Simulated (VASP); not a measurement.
Input of a VASP 6.6.1 run:

run.py

```python
from ase import Atoms
from ase.calculators.vasp import Vasp

atoms = Atoms(
    ['Ta', 'Ta'],
    cell=[[-1.65128, 1.65128, 1.65128], [1.65128, -1.65128, 1.65128], [3.30256, 3.30256, 0.0]],
    scaled_positions=[[0.078142, 0.968823, 0.95478], [0.435364, 0.531759, 0.49354]],
    pbc=True,
)
calc = Vasp(
    directory='calc',
    xc='lda',
    pp='LDA',
    setups='materialsproject',
    prec='Accurate',
    encut=600,
    ediff=1e-07,
    ismear=1,
    sigma=0.2,
    lreal=False,
    lasph=True,
    nelm=100,
    algo='Normal',
    isif=3,
    lwave=False,
    lcharg=False,
    ibrion=2,
    nsw=60,
    ediffg=-0.01,
    kpts=[10, 10, 6],
    gamma=True,
)
atoms.calc = calc

print('energy (eV):', atoms.get_potential_energy())
print('free energy (eV):', atoms.get_potential_energy(force_consistent=True))
print('forces (eV/A):')
print(atoms.get_forces())
print('stress (eV/A^3, Voigt):', atoms.get_stress())
print('Fermi level (eV):', calc.get_fermi_level())
print('cell (A, degrees):', atoms.cell.cellpar())
print('volume (A^3):', atoms.get_volume())
print('scaled positions:')
print(atoms.get_scaled_positions())
```

Potentials or basis: VASP PAW LDA potentials, release 64 (Ta_pv).

Command:

```sh
$ python run.py
```

Q: Estimate the relaxed cell.

A: a = 2.827 Å, b = 2.825 Å, c = 4.611 Å, α = 89.98°, β = 90.00°, γ = 109.54°.

Q: Predict the relaxed volume.

A: 17.35 Å³/atom.

Q: What does it give for the space group after relaxing (to 0.05 Å)?

A: Im-3m (No. 229).

The path:
```csv
step,energy change (eV),largest force (eV/Å),pressure (GPa),volume (Å³)
1,0.0000,1.7210,-2.55,36.02
2,-0.2313,0.9654,2.96,34.53
3,-0.2544,0.8707,7.01,33.86
4,-0.2979,0.6624,-8.30,36.35
5,-0.3210,0.7050,-3.17,35.38
6,-0.3934,0.5229,-1.11,34.94
7,-0.4286,0.3687,1.96,34.42
8,-0.4336,0.1629,-4.03,35.36
9,-0.4387,0.2195,-1.61,34.96
10,-0.4439,0.0854,1.13,34.51
11,-0.4444,0.0992,0.48,34.61
12,-0.4453,0.0603,-0.56,34.78
13,-0.4453,0.0620,-0.42,34.76
14,-0.4456,0.0570,0.34,34.64
15,-0.4457,0.0545,0.19,34.66
16,-0.4459,0.0428,-0.10,34.71
17,-0.4460,0.0376,-0.27,34.74
18,-0.4461,0.0229,0.08,34.68
19,-0.4461,0.0208,0.13,34.67
20,-0.4462,0.0091,0.00,34.69
21,-0.4462,0.0063,-0.07,34.71
```

Spin-orbit coupling is left out, which matters for the levels of Ta. Zero-point motion and thermal expansion aren't in these numbers.
